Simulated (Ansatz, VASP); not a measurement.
# PbS: VASP beside Ansatz

The input INCAR:

```
PREC = Accurate
ENCUT = 520
EDIFF = 1E-8
ISMEAR = -1
SIGMA = 0.01
LREAL = F
LASPH = T
NELM = 60
ALGO = Normal
ISIF = 2
LWAVE = F
LCHARG = F
GGA = PE
LEFG = T
NBANDS = 17
```

KPOINTS

```
regular mesh
0
Gamma
  8 8 8
```

Contents of POSCAR:

```
PbS
1.0
    0.0000000000      2.9846363338      2.9846363338
    2.9846363338      0.0000000000      2.9846363338
    2.9846363338      2.9846363338      0.0000000000
Pb S
1 1
Direct
    0.0000000000      0.0000000000      0.0000000000
    0.5000000000      0.5000000000      0.5000000000
```

Input for Ansatz:

```yaml
crystal:
  lattice:
    - [0.0, 2.9846363338, 2.9846363338]
    - [2.9846363338, 0.0, 2.9846363338]
    - [2.9846363338, 2.9846363338, 0.0]
  atoms:
    - { symbol: Pb, position: [0.0, 0.0, 0.0] }
    - { symbol: S, position: [0.5, 0.5, 0.5] }
kpoints:
  mp_grid: { grid: [8, 8, 8] }
scf:
  occupations: { method: fermi_dirac, width: 0.01 }
hamiltonian:
  xc: pbe
  pseudopotentials: { kind: all_electron, datasets: crystal }
output:
  forces: true
  stress: true
  eigenvalues: true
  efg: { contact_densities: true }
```

Change from the starting cell: volume scaled by 1.02, crystal datasets.

Alike in both runs: task electric field gradients; functional PBE; k mesh 8 × 8 × 8; occupations fermi-dirac, width 0.01 eV; no spin polarisation.

|  | VASP | Ansatz |
| --- | --- | --- |
| version | VASP 6.6.1 | Ansatz 0.2.0 |
| potentials or method | VASP PAW PBE potentials, release 64 (Pb_d, S) | all-electron PAW with datasets made for the crystal, scalar-relativistic |
| plane-wave cutoff (eV) | 520 | see its input |

```tsv
	VASP	Ansatz	Ansatz less VASP
gap on the k mesh at the Fermi level (eV)	0.43	0.42	-0.008
pressure (GPa)	1.0	1.1	+0.08
Vzz of the field gradient on the site that differs most (V/Å²)	0.0	0.0	0.00
```

Ansatz ran all-electron here, so the differences hold the error of VASP's frozen core and of both bases. Ansatz warned: «gradients_without_spin_orbit».

Caveats: spin-orbit coupling is left out, which as a rule narrows the gap of such compounds by several tenths of an eV.
